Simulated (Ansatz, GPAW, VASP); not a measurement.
**SrO and the functional, program beside program**

It takes space group Fm-3m (No. 225, cubic). The conventional cell has a = 5.133 Å, b = 5.133 Å, c = 5.133 Å, α = 90.00°, β = 90.00°, γ = 90.00°. Sr (site symmetry m-3m) has 6 O at 2.57 Å as nearest neighbours. O (site symmetry m-3m) is surrounded by 6 Sr at 2.57 Å.

Kept alike: task band structure; k mesh 9 × 9 × 9; occupations fermi-dirac, width 0.05 eV; no spin polarisation. The mesh is that of the run's cell of 2 atoms. No spin-orbit coupling.

- A: GPAW; PAW data sets generated for this functional (BLYP, PBEsol); the program's PAW data sets (release 1.2.1) made for this functional (LDA, RPBE, revPBE); GPAW PAW data sets (gpaw-data 1.2.1) (PBE), cutoff 800 eV
- B: Ansatz, all-electron LAPW, scalar-relativistic
- C: VASP; PBE PAW files O, Sr_sv, 520 eV (BLYP, PBE, PBEsol, RPBE, revPBE); LDA PAW files O, Sr_sv, 520 eV (LDA)

```csv
functional,A: pressure (GPa),B: pressure (GPa),C: pressure (GPa)
BLYP,6.66,6.22,6.93
LDA,-3.24,-3.82,-3.10
PBE,?,3.33,3.92
PBEsol,0.02,-0.55,0.07
RPBE,6.90,6.39,7.01
revPBE,6.09,5.58,6.20
```

Pressure is positive in compression; plane-wave values hold the error of the finite cutoff. Values on potentials made for another functional: C at BLYP, PBEsol, RPBE, revPBE.

Problem. Estimate the value left open.

Solution. In the median of the other rows A lies +0.20 GPa from the other columns' mean, which points to 3.83; the run gave 3.83 GPa, +0.01 from it.
